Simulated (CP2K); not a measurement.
Runs of CP2K 2026.2 on BP. The structure is cubic, space group F-43m (No. 216). The conventional cell has a = 4.538 Å, b = 4.538 Å, c = 4.538 Å, α = 90.00°, β = 90.00°, γ = 90.00°. P (site symmetry -43m) has 4 B at 1.97 Å as nearest neighbours. B (site symmetry -43m) has 4 P at 1.97 Å as nearest neighbours. 

```tsv
task	level	potentials or basis	quickstep method	MIXING ALPHA	ADDED_MOS	points a segment of the path (NPOINTS)	bands added on the path	gap on the mesh (eV)	pressure (GPa)
band structure	PBE	GTH_POTENTIALS P GTH-PBE-q5, B GTH-PBE-q3; SZV-MOLOPT-SR-GTH basis	GPW	0.4	[4]	10	6	4.22	15.4
atomic charges	LDA	POTENTIAL_UZH P GTH-PBE-q5, B GTH-PBE-q3; TZVP-MOLOPT-PBE-GTH basis	GPW	0.4	[10]	-	-	1.21	-1.1
atomic charges	PW91	POTENTIAL_UZH P GTH-PBE-q5, B GTH-PBE-q3; TZVP-MOLOPT-PBE-GTH basis	GPW	0.4	[10]	-	-	1.40	0.4
atomic charges	WC	POTENTIAL_UZH P GTH-PBE-q5, B GTH-PBE-q3; TZVP-MOLOPT-PBE-GTH basis	GPW	0.4	[10]	-	-	1.26	(c)
band structure	PBE	POTENTIAL_UZH P GTH-PBE-q5, B GTH-PBE-q3; ccGRB-D basis	GPW	0.4	[10]	10	6	1.60	5.3
atomic charges	vdW-DF2	POTENTIAL_UZH P GTH-PBE-q5, B GTH-PBE-q3; TZVP-MOLOPT-PBE-GTH basis	GPW	0.4	[10]	-	-	1.77	5.4
band structure	PBE	POTENTIAL_UZH P GTH-PBE-q5, B GTH-PBE-q3; TZVP-MOLOPT-PBE-GTH basis	GPW	0.4	[10]	10	6	1.37	0.3
band structure	PBE	all electrons (GAPW); pob-TZVP-rev2 basis	GAPW	0.2	[10]	10	6	1.40	2.7
band structure	PBE	all electrons (GAPW); pob-DZVP-rev2 basis	GAPW	0.2	[10]	10	6	(b)	0.0
atomic charges	r2SCAN	POTENTIAL_UZH P GTH-PBE-q5, B GTH-PBE-q3; TZVP-MOLOPT-PBE-GTH basis	GPW	0.4	[10]	-	-	(a)	-0.4
band structure	PBE	GTH_POTENTIALS P GTH-PBE-q5, B GTH-PBE-q3; DZVP-MOLOPT-SR-GTH basis	GPW	0.4	[10]	10	6	1.31	1.2
band structure	PBE	POTENTIAL_UZH P GTH-PBE-q5, B GTH-PBE-q3; TZV2P-MOLOPT-PBE-GTH basis	GPW	0.4	[10]	10	6	1.28	-0.1
```

Alike in all rows: no spin polarisation; cell as given; k mesh 10 × 10 × 10; smearing fermi-dirac 0.05 eV.

Question: Fill in the values left out.

Answer: (a) 1.51; (b) 1.56; (c) -1.2.

Caveats: the basis of atomic orbitals isn't converged, which shifts pressures, moduli and gaps; the potentials were made for another functional, which shifts forces and pressure (some runs); a minimal basis gives rough bond lengths, pressures and levels (some runs).

A k mesh can miss the band edges.

The runs don't all hold the same shells in valence.
